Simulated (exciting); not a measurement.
# Electron–core-hole interaction in the O K spectrum of La2O3, part 2 of 2

Wanted: the near-edge spectrum and the bound core excitons at the O K edge of La2O3.

exciting sodium; X-ray absorption, core-level Bethe-Salpeter equation, exchange and statically screened direct term, Tamm-Dancoff, all-electron LAPW+lo PBEsol.

So far. Step 6 (Independent particles): Maxima (height): 2.6 eV (0.57), 6.5 eV (0.50), 8.3 eV (0.25), 9.9 eV (0.24) and 23.5 eV (0.26); 3 lower ones aren't listed. The spectrum differs from the singlet run by 68 % r.m.s. Moving the earlier curve by +2.0 eV leaves 31 %. The highest maximum lies at 2.6 eV (0.57), against 0.2 eV (1.00). Step 7 (Exchange alone): Maxima (height): 2.6 eV (0.56), 6.5 eV (0.50), 8.3 eV (0.26), 9.9 eV (0.24) and 23.5 eV (0.26); 3 lower ones aren't listed.

## (8) Direct term alone

Level of this step: X-ray absorption, core-level Bethe-Salpeter equation, statically screened direct term alone, Tamm-Dancoff, all-electron LAPW+lo PBEsol (exciting).

File input.xml:

```
<input>
  <title>La2O3</title>
  <structure speciespath="." autormt="false" epslat="1.0e-5">
    <crystal>
      <basevect>7.4280936448 0.0000000000 0.0000000000</basevect>
      <basevect>-3.7140468224 6.4329177981 0.0000000000</basevect>
      <basevect>0.0000000000 0.0000000000 11.5499182371</basevect>
    </crystal>
    <species speciesfile="La.xml" rmt="2.464">
      <atom coord="0.3333333333 0.6666666667 0.2462356800"/>
      <atom coord="0.6666666667 0.3333333333 0.7537643200"/>
    </species>
    <species speciesfile="O.xml" rmt="1.868">
      <atom coord="0.0000000000 0.0000000000 0.0000000000"/>
      <atom coord="0.3333333333 0.6666666667 0.6458906500"/>
      <atom coord="0.6666666667 0.3333333333 0.3541093500"/>
    </species>
  </structure>
  <groundstate do="skip" xctype="GGA_PBE_SOL" ngridk="4 4 3" rgkmax="7" gmaxvr="14" nempty="8" swidth="0.001" maxscl="100" epsengy="1e-5"/>
  <xs xstype="BSE" ngridk="4 4 2" ngridq="4 4 2" vkloff="0.097 0.273 0.493" rgkmax="7" nempty="57" gqmax="3" lmaxapwwf="5" lmaxemat="2" broad="0.01654" tevout="true">
    <energywindow intv="18.130 19.747" points="439"/>
    <screening screentype="full" nempty="80"/>
    <BSE xas="true" xasspecies="2" xasatom="1" xasedge="K" bsetype="triplet" nstlxas="1 53"/>
    <qpointset>
      <qpoint>0 0 0</qpoint>
    </qpointset>
    <plan>
      <doonly task="bse"/>
    </plan>
  </xs>
</input>
```

On the command line:

```sh
> OMP_NUM_THREADS=2 exciting
```

Numbers of over 12 decimals in the logs are rounded to 6 here.

Log:

```text
| EXCITING SODIUM started for task bse ( 445)                                  =
Info(bselauncher): Init time:    1.481360
Info(bselauncher): Setting up and diagonalizing BSE Hamiltonian.
Info(bselauncher): Using momentum transfer vectors from list :   1 to  1
Info(bselauncher): Distributing qmt-points over   1 processes.
Info(bselauncher): BSE type: triplet
Info(bselauncher): Momentum transfer list index: iqmt=  1
Info(bselauncher): Momentum transfer: vqmtl=   0.000   0.000   0.000
Info(bse): Inspecting occupations...
[...]
Info(setup_bse_block): Setting up RR part of hamiltonian
Info(setup_bse_block): Triplet spin state
Info(bse): Diagonalizing RR Hamiltonian (TDA)
Info(bse): Invoking Lapack routine ZHEEVR
      3392 eigen solutions found in the interval:
         i1=       1 i2=    3392
Info(bse): Writing excition energies and oscillator strengths to text file.
Info(makespectrum_dist): Making spectrum using formula for coupling with time reversed AR basis.
Info(makespectrum_dist): Using formalism for vanishing momentum transfer.
Info(writederived): Writing quantities derived from the macroscopic dielectric function.
Info(bselauncher): Spectrum finished for iqmt=  1
Info(bselauncher): All done for BSE type triplet
```

Elapsed: 86 s, on 2 threads of Intel Xeon at 2.70GHz, shared host.

Maxima (height): 0.1 eV (1.04), 4.1 eV (0.44), 8.9 eV (0.19), 21.5 eV (0.19) and 22.7 eV (0.19); 4 lower ones aren't listed. The spectrum differs from the singlet run by 5 % r.m.s. The highest maximum lies at 0.1 eV (1.04), against 0.2 eV (1.00).

## (9) Another input

In this try the input is made faulty on purpose, to show what that does.

Changes to input.xml since step 8:

```diff
@@ -19,6 +19,6 @@
   <groundstate do="skip" xctype="GGA_PBE_SOL" ngridk="4 4 3" rgkmax="7" gmaxvr="14" nempty="8" swidth="0.001" maxscl="100" epsengy="1e-5"/>
-  <xs xstype="BSE" ngridk="4 4 2" ngridq="4 4 2" vkloff="0.097 0.273 0.493" rgkmax="7" nempty="57" gqmax="3" lmaxapwwf="5" lmaxemat="2" broad="0.01654" tevout="true">
+  <xs xstype="BSE" ngridk="4 4 2" ngridq="4 4 2" vkloff="0.097 0.273 0.493" rgkmax="7" nempty="5" gqmax="3" lmaxapwwf="5" lmaxemat="2" broad="0.01654" tevout="true">
     <energywindow intv="18.130 19.747" points="439"/>
     <screening screentype="full" nempty="80"/>
-    <BSE xas="true" xasspecies="2" xasatom="1" xasedge="K" bsetype="triplet" nstlxas="1 53"/>
+    <BSE xas="true" xasspecies="2" xasatom="1" xasedge="K" bsetype="singlet" nstlxas="1 1"/>
     <qpointset>
@@ -27,3 +27,5 @@
     <plan>
-      <doonly task="bse"/>
+      <doonly task="writepmatxs"/>
+      <doonly task="scrcoulint"/>
+      <doonly task="exccoulint"/>
     </plan>
```

File input.xml for the last start (plan only):

```
  <plan>
    <doonly task="bse"/>
  </plan>
```

On the command line:

```sh
> OMP_NUM_THREADS=1 mpirun -n 2 exciting
> OMP_NUM_THREADS=2 exciting
```

Log:

```text
| EXCITING SODIUM started for task writepmatxs ( 320)                          =
Info(writepmatxs): Momentum matrix elements finished
| EXCITING SODIUM started for task scrcoulint ( 440)                           =
Info(scrcoulintlauncher): Setting up screened Coulomb interaction matrix W.
Info(scrcoulintlauncher): Using momentum transfer vectors from list :   1 to  1
Info(scrcoulintlauncher): Calculating screened Coulomb interaction matrix W
Info(scrcoulintlauncher): Momentum transfer list index: iqmt=  1
[...]
Info(setup_bse_block): Setting up RR part of hamiltonian
Info(setup_bse_block): Singlet spin state
Info(bse): Diagonalizing RR Hamiltonian (TDA)
Info(bse): Invoking Lapack routine ZHEEVR
        64 eigen solutions found in the interval:
         i1=       1 i2=      64
Info(bse): Writing excition energies and oscillator strengths to text file.
Info(makespectrum_dist): Making spectrum using formula for coupling with time reversed AR basis.
Info(makespectrum_dist): Using formalism for vanishing momentum transfer.
Info(writederived): Writing quantities derived from the macroscopic dielectric function.
Info(bselauncher): Spectrum finished for iqmt=  1
Info(bselauncher): All done for BSE type singlet
```

Elapsed: 2 min, on 2 MPI ranks.

The input has a fault: far too few conduction bands in the BSE. Against the singlet run the r.m.s. difference is 99 %. The highest maximum lies at -0.3 eV (0.02), against 0.2 eV (1.00). The first bright state moves from -0.50 to -0.41 eV. Transitions to the missing bands are absent and can't mix into the lines that are left.

| E (eV) | first run | this run |
| --- | --- | --- |
| -4.0 | 0.02 | 0.00 |
| -3.0 | 0.04 | 0.00 |
| -2.0 | 0.08 | 0.00 |
| -1.0 | 0.26 | 0.01 |
| 0.0 | 0.97 | 0.02 |
| 1.0 | 0.67 | 0.00 |
| 2.0 | 0.40 | 0.00 |
| 3.0 | 0.34 | 0.00 |
| 4.0 | 0.44 | 0.00 |
| 5.0 | 0.41 | 0.00 |
| 6.0 | 0.23 | 0.00 |
| 7.0 | 0.17 | 0.00 |
| 8.0 | 0.17 | 0.00 |
| 9.0 | 0.19 | 0.00 |
| 10.0 | 0.12 | 0.00 |
| 11.0 | 0.12 | 0.00 |
| 12.0 | 0.13 | 0.00 |
| 13.0 | 0.17 | 0.00 |
| 14.0 | 0.15 | 0.00 |
| 15.0 | 0.17 | 0.00 |
| 16.0 | 0.15 | 0.00 |
| 17.0 | 0.14 | 0.00 |
| 18.0 | 0.17 | 0.00 |
| 19.0 | 0.19 | 0.00 |
| 20.0 | 0.17 | 0.00 |
| 21.0 | 0.18 | 0.00 |
| 22.0 | 0.18 | 0.00 |
| 23.0 | 0.19 | 0.00 |

## (10) Shipped basis

Changed against the first singlet run of O atom 4: added local orbitals (Ha) from 0.9 to none.

Changes to input.xml since step 9:

```diff
@@ -19,6 +19,6 @@
   <groundstate do="skip" xctype="GGA_PBE_SOL" ngridk="4 4 3" rgkmax="7" gmaxvr="14" nempty="8" swidth="0.001" maxscl="100" epsengy="1e-5"/>
-  <xs xstype="BSE" ngridk="4 4 2" ngridq="4 4 2" vkloff="0.097 0.273 0.493" rgkmax="7" nempty="5" gqmax="3" lmaxapwwf="5" lmaxemat="2" broad="0.01654" tevout="true">
-    <energywindow intv="18.130 19.747" points="439"/>
+  <xs xstype="BSE" ngridk="4 4 2" ngridq="4 4 2" vkloff="0.097 0.273 0.493" rgkmax="7" nempty="57" gqmax="3" lmaxapwwf="5" lmaxemat="2" broad="0.01654" tevout="true">
+    <energywindow intv="18.139 19.756" points="439"/>
     <screening screentype="full" nempty="80"/>
-    <BSE xas="true" xasspecies="2" xasatom="1" xasedge="K" bsetype="singlet" nstlxas="1 1"/>
+    <BSE xas="true" xasspecies="2" xasatom="2" xasedge="K" bsetype="singlet" nstlxas="1 53"/>
     <qpointset>
@@ -27,3 +27,7 @@
     <plan>
+      <doonly task="xsgeneigvec"/>
       <doonly task="writepmatxs"/>
+      <doonly task="scrgeneigvec"/>
+      <doonly task="scrwritepmat"/>
+      <doonly task="screen"/>
       <doonly task="scrcoulint"/>
```

On the command line:

```sh
> OMP_NUM_THREADS=1 mpirun -n 2 exciting
```

Log:

```text
| EXCITING SODIUM started for task xsgeneigvec ( 301)                          =
One-shot GS runs for BSE calculations
One-shot GS runs for k+qmt/2 grids
Info(xsgeneigvec): Generating eigenvectors for Q-point      1
Info(xsgeneigvec): Generation of eigenvectors finished
| EXCITING SODIUM started for task writepmatxs ( 320)                          =
Info(writepmatxs): Momentum matrix elements finished
| EXCITING SODIUM started for task scrgeneigvec ( 401)                         =
One-shot GS runs for BSE calculations
One-shot GS runs for k+qmt/2 grids
Info(xsgeneigvec): Generating eigenvectors for Q-point      1
Using screening GS parameters.
Info(xsgeneigvec): Generation of eigenvectors finished
| EXCITING SODIUM started for task scrwritepmat ( 420)                         =
Info(writepmatxs): Momentum matrix elements finished
Info(scrwritepmat): Momentum matrix elements for screening finished
| EXCITING SODIUM started for task screen ( 430)                               =
Info(screenlauncher): Calculating screening for unshifted q-grid.
Info(screenlauncher): Number of q points:       8
Info(screenlauncher): lowest (partially)  unoccupied state:     21
Info(screenlauncher): highest (partially) occupied state  :     20
Info(screenlauncher): number of occupied states considered:   20
Info(screenlauncher): number of unoccupied states considered:   81
Info(screenlauncher): Starting loop over q-points
Info(screenlauncher): Screening for unshifted q-grid finished
Info(screenlauncher): Screening finished
| EXCITING SODIUM started for task scrcoulint ( 440)                           =
Info(scrcoulintlauncher): Setting up screened Coulomb interaction matrix W.
Info(scrcoulintlauncher): Using momentum transfer vectors from list :   1 to  1
Info(scrcoulintlauncher): Calculating screened Coulomb interaction matrix W
Info(scrcoulintlauncher): Momentum transfer list index: iqmt=  1
Info(scrcoulintlauncher): Momentum transfer: vqmtl=   0.000   0.000   0.000
Info(scrcoulintlauncher): Calculating RR block of W
Info(scrcoulint): Inspecting occupations...
Info(setranges_modxs): Number of non-reduced k-points:       32
Info(setranges_modxs): Number of states considered:       78
Info(setranges_modxs): Number of (partially) occupied states:        2
Info(setranges_modxs): Highest (partially) occupied states:       20
Info(setranges_modxs): Number of (partially) unoccupied states:       58
Info(setranges_modxs): Lowest (partially) unoccupied states:       21
Info(scrcoulint): Selecting transitions...
Info(select_transitions): Inspecting transitions in the  band interval:
  lowest occupied state:   1
  highest occupied state:   2
  lowest unoccupied state:  21
  highest unoccupied state:  73
  Opening gap with a scissor of:      0.000/H      0.000/eV
Info(select_transitions): Number of participating transitions:    3392
Info(scrcoulint): Size of file SCCLI will be about     0.088403 GB
Info(scrcoulint): Using q-grid
Info(scrcoulint): Number of reduced q-points:      8
Info(scrcoulint): Number of non-reduced q-points:     32
Info(scrcoulint): Calculating W(G1,G2,qr) fourier coefficients
Info(scrcoulint): Calculating W matrix elements
Info(scrcoulintlauncher): Screened coulomb interaction finished for iqmt=   1
| EXCITING SODIUM started for task exccoulint ( 441)                           =
Info(exccoulintlauncher): Setting up exchange interaction matrix V.
Info(exccoulintlauncher): Using momentum transfer vectors from list :   1 to  1
Info(exccoulintlauncher):Calculating exchange interaction matrix V
Info(exccoulintlauncher): Momentum transfer list index: iqmt=  1
Info(exccoulintlauncher): Momentum transfer: vqmtl=   0.000   0.000   0.000
Info(exccoulintlauncher): Calculating RR block of V
Info(exccoulint): Inspecting occupations...
Info(setranges_modxs): Number of non-reduced k-points:       32
Info(setranges_modxs): Number of states considered:       78
Info(setranges_modxs): Number of (partially) occupied states:        2
Info(setranges_modxs): Highest (partially) occupied states:       20
Info(setranges_modxs): Number of (partially) unoccupied states:       58
Info(setranges_modxs): Lowest (partially) unoccupied states:       21
Info(exccoulint): Selecting transitions...
Info(select_transitions): Inspecting transitions in the  band interval:
  lowest occupied state:   1
  highest occupied state:   2
  lowest unoccupied state:  21
  highest unoccupied state:  73
  Opening gap with a scissor of:      0.000/H      0.000/eV
Info(select_transitions): Number of participating transitions:    3392
Info(exccoulint): Size of file EXCLI will be about     0.088403 GB
Abort is in progress...hit ctrl-c again to forcibly terminate
```

Wall time 20 min (2 MPI ranks).

The run was cut off at its time limit.

## (11) From independent particles to the full kernel

| level | curve passes 0.15 (eV) | highest maximum (eV) | its height |
| --- | --- | --- | --- |
| IP | 0.6 | 2.6 | 0.57 |
| RPA | 0.6 | 2.6 | 0.56 |
| direct only | -1.4 | 0.1 | 1.04 |
| singlet | -1.4 | 0.2 | 1.00 |

| E (eV) | IP | RPA | direct only | singlet |
| --- | --- | --- | --- | --- |
| -4.0 | 0.01 | 0.01 | 0.03 | 0.02 |
| -3.0 | 0.01 | 0.01 | 0.04 | 0.04 |
| -2.0 | 0.02 | 0.02 | 0.09 | 0.08 |
| -1.0 | 0.03 | 0.03 | 0.30 | 0.26 |
| 0.0 | 0.08 | 0.08 | 1.03 | 0.97 |
| 1.0 | 0.25 | 0.23 | 0.66 | 0.67 |
| 2.0 | 0.55 | 0.52 | 0.39 | 0.40 |
| 3.0 | 0.49 | 0.49 | 0.34 | 0.34 |
| 4.0 | 0.34 | 0.33 | 0.44 | 0.44 |
| 5.0 | 0.38 | 0.37 | 0.40 | 0.41 |
| 6.0 | 0.45 | 0.45 | 0.22 | 0.23 |
| 7.0 | 0.40 | 0.41 | 0.16 | 0.17 |
| 8.0 | 0.24 | 0.25 | 0.16 | 0.17 |
| 9.0 | 0.23 | 0.23 | 0.19 | 0.19 |
| 10.0 | 0.24 | 0.24 | 0.12 | 0.12 |
| 11.0 | 0.15 | 0.15 | 0.12 | 0.12 |
| 12.0 | 0.14 | 0.14 | 0.13 | 0.13 |
| 13.0 | 0.15 | 0.15 | 0.17 | 0.17 |
| 14.0 | 0.19 | 0.19 | 0.15 | 0.15 |
| 15.0 | 0.19 | 0.19 | 0.17 | 0.17 |
| 16.0 | 0.19 | 0.19 | 0.15 | 0.15 |
| 17.0 | 0.17 | 0.17 | 0.14 | 0.14 |
| 18.0 | 0.16 | 0.16 | 0.16 | 0.17 |
| 19.0 | 0.20 | 0.20 | 0.19 | 0.19 |
| 20.0 | 0.22 | 0.22 | 0.16 | 0.17 |
| 21.0 | 0.19 | 0.20 | 0.17 | 0.18 |
| 22.0 | 0.22 | 0.22 | 0.18 | 0.18 |
| 23.0 | 0.24 | 0.24 | 0.18 | 0.19 |

## (12) Site by site

| atom | surroundings | core-level shift (eV) | first bright state from its own onset (eV) |
| --- | --- | --- | --- |
| 4 | 3 La at 2.36 Å and 1 La at 2.44 Å (distorted tetrahedral, site symmetry 3m) | 0.00 | -0.85 |
| 3 | 6 La at 2.72 Å (octahedral, site symmetry -3m) | -0.17 | -0.50 |

The shifts are initial-state values. On the first site's scale:

| E (eV) | atom 4 | atom 3 |
| --- | --- | --- |
| -5.0 | 0.02 | 0.02 |
| -4.0 | 0.03 | 0.03 |
| -3.0 | 0.04 | 0.04 |
| -2.0 | 0.11 | 0.09 |
| -1.0 | 0.59 | 0.35 |
| 0.0 | 0.56 | 1.00 |
| 1.0 | 0.45 | 0.63 |
| 2.0 | 0.36 | 0.38 |
| 3.0 | 0.42 | 0.34 |
| 4.0 | 0.59 | 0.45 |
| 5.0 | 0.37 | 0.41 |
| 6.0 | 0.20 | 0.21 |
| 7.0 | 0.15 | 0.17 |
| 8.0 | 0.14 | 0.17 |
| 9.0 | 0.21 | 0.18 |
| 10.0 | 0.19 | 0.11 |
| 11.0 | 0.24 | 0.12 |
| 12.0 | 0.18 | 0.14 |
| 13.0 | 0.15 | 0.17 |
| 14.0 | 0.14 | 0.15 |
| 15.0 | 0.14 | 0.17 |
| 16.0 | 0.13 | 0.15 |
| 17.0 | 0.12 | 0.14 |
| 18.0 | 0.13 | 0.17 |
| 19.0 | 0.12 | 0.18 |
| 20.0 | 0.14 | 0.16 |
| 21.0 | 0.13 | 0.18 |
| 22.0 | 0.13 | 0.18 |
| 23.0 | 0.12 | 0.18 |

## (13) Results

| Property | Result |
| --- | --- |
| absorber and edge | O K, atom 3 |
| surroundings | 6 La at 2.72 Å (octahedral, site symmetry -3m) |
| first bright state | -0.50 eV from the Kohn–Sham onset, on this mesh |
| highest maximum | 0.2 eV |
| cost of the BSE run | 33 min on 2 MPI ranks of Intel Xeon at 2.70GHz, shared host; the last task ran on as many threads |

What this shows: Is a core exciton bound? Undecided on this mesh: the first bright state (over 5 % of the brightest) lies at -0.50 eV from the Kohn–Sham onset and at -0.68 eV from the lowest bare transition of its own mesh; weaker or dark states reach down to -0.78 eV. Exchange alone changes the independent-particle spectrum by 3 % r.m.s. Leaving exchange out of the full kernel changes the spectrum by 5 % r.m.s. With 32 k points the binding energies are rough, and fine structure above the first lines is partly noise of the mesh. Exchange and the short-range direct term aren't converged in the kernel cutoff. The zero comes from the unshifted 4×4×3 ground-state mesh; it is exact only where the band minimum lies on that mesh. The Kohn–Sham onset, 505 eV, is no photon energy: the scale needs a rigid shift. Bands and screening come from semilocal DFT, whose small gap overscreens. Vibrations and energy-dependent lifetimes are left out. The structure is a Materials Project entry, computed there, and may be a hypothetical form.

[Banner, clock and machine lines of the logs are left out without a mark of their own.]

[Logs are printed without paths, hosts, clocks, repeated set-up lines and the standing remarks that a program may print on its own settings, such as how far it seeks lower states.]

[Hosts, paths, dates, database ids (printed as entryN), source tags and the programs' standing remarks are cut or masked in the printed files.]
